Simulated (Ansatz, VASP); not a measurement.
## ZnSe: VASP beside Ansatz

The input POSCAR:

```
ZnSe
1.0
    0.0000000000      2.8879724454      2.8879724454
    2.8879724454      0.0000000000      2.8879724454
    2.8879724454      2.8879724454      0.0000000000
Zn Se
1 1
Direct
    0.0000000000      0.0000000000      0.0000000000
    0.2500000000      0.2500000000      0.2500000000
```

The input INCAR.step1:

```
SYSTEM = ZnSe
ALGO = Normal
EDIFF = 1E-4
ENCUT = 520
GGA = PE
ISMEAR = 0
LASPH = .TRUE.
LCHARG = .FALSE.
LREAL = .FALSE.
LWAVE = .TRUE.
NBANDS = 16
NELM = 80
PREC = Accurate
SIGMA = 0.01
```

Contents of INCAR.step2:

```
SYSTEM = ZnSe
ALGO = Normal
EDIFF = 1E-6
ENCUT = 520
ISIF = 2
ISMEAR = 0
ISTART = 1
LASPH = .TRUE.
LCHARG = .FALSE.
LMIXTAU = .TRUE.
LREAL = .FALSE.
LWAVE = .FALSE.
METAGGA = R2SCAN
NBANDS = 16
NELM = 80
PREC = Accurate
SIGMA = 0.01
```

File KPOINTS:

```
k-points
0
G
  6 6 6
  0 0 0
```

Input for Ansatz:

```yaml
crystal:
  lattice:
    - [0.0, 2.8879724454, 2.8879724454]
    - [2.8879724454, 0.0, 2.8879724454]
    - [2.8879724454, 2.8879724454, 0.0]
  atoms:
    - { symbol: Zn, position: [0.0, 0.0, 0.0] }
    - { symbol: Se, position: [0.25, 0.25, 0.25] }
kpoints:
  mp_grid: { grid: [6, 6, 6] }
hamiltonian:
  xc: r2scan
scf:
  occupations: { method: fixed }
  n_extra_bands: 4
output:
  forces: true
  stress: true
  eigenvalues: true
```

Alike in both runs: task single point; functional r2SCAN; k mesh 6 × 6 × 6; no spin polarisation.

```csv
,VASP,Ansatz
version,VASP 6.6.1,Ansatz 0.2.0
potentials or method,"VASP PAW PBE potentials, release 64 (Zn, Se)","plane waves, PAW"
plane-wave cutoff (eV),520,500
occupations,"gaussian, width 0.01 eV",fixed
valence electrons in the cell,18,28
```

Ansatz gave:

```
gap on the k mesh at the Fermi level (eV) : 1.62
pressure (GPa)                            : -3.3
```

Task: Estimate VASP's values.

Result: gap on the k mesh at the Fermi level (eV): 1.62; pressure (GPa): -3.2.

The two sets of potentials don't hold the same shells in valence.

Caveats: the PAW data sets were made with another functional, which shifts forces and pressure a little (VASP). r2SCAN opens gaps a little over a GGA but as a rule still falls short of measured ones.
